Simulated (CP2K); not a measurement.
Runs of CP2K 2026.2 on CdTe. The structure is cubic, space group F-43m (No. 216). The conventional cell has a = 6.410 Å, b = 6.410 Å, c = 6.410 Å, α = 90.00°, β = 90.00°, γ = 90.00°. Te (site symmetry -43m) is surrounded by 4 Cd at 2.78 Å. Cd (site symmetry -43m) has 4 Te at 2.78 Å as nearest neighbours. 

```csv
level,cutoff of the non-local correlation (Ry),gap on the mesh (eV),pressure (GPa)
BLYP,-,0.89,7.6
MS2,-,1.17,3.7
RPBE,-,(a),6.1
LDA,-,(b),1.9
vdW-DF2,300,0.88,(c)
```

Alike in all rows: task band structure; potentials or basis POTENTIAL_UZH Te GTH-PBE-q6, Cd GTH-PBE-q12; TZVP-MOLOPT-PBE-GTH basis; no spin polarisation; cell as given; k mesh 7 × 7 × 7; smearing fermi-dirac 0.05 eV.

Question: Fill in the values left out.

Answer: (a) 1.01; (b) 0.61; (c) 8.5.

Caveats: the potentials were made for another functional, which shifts forces and pressure; spin-orbit coupling is left out, which moves the levels of the heavy elements; the basis of atomic orbitals isn't converged, which shifts pressures, moduli and gaps.

A k mesh can miss the band edges, and the runs leave out spin-orbit coupling on Cd, Te.

Runs at the PBE level aren't shown here.
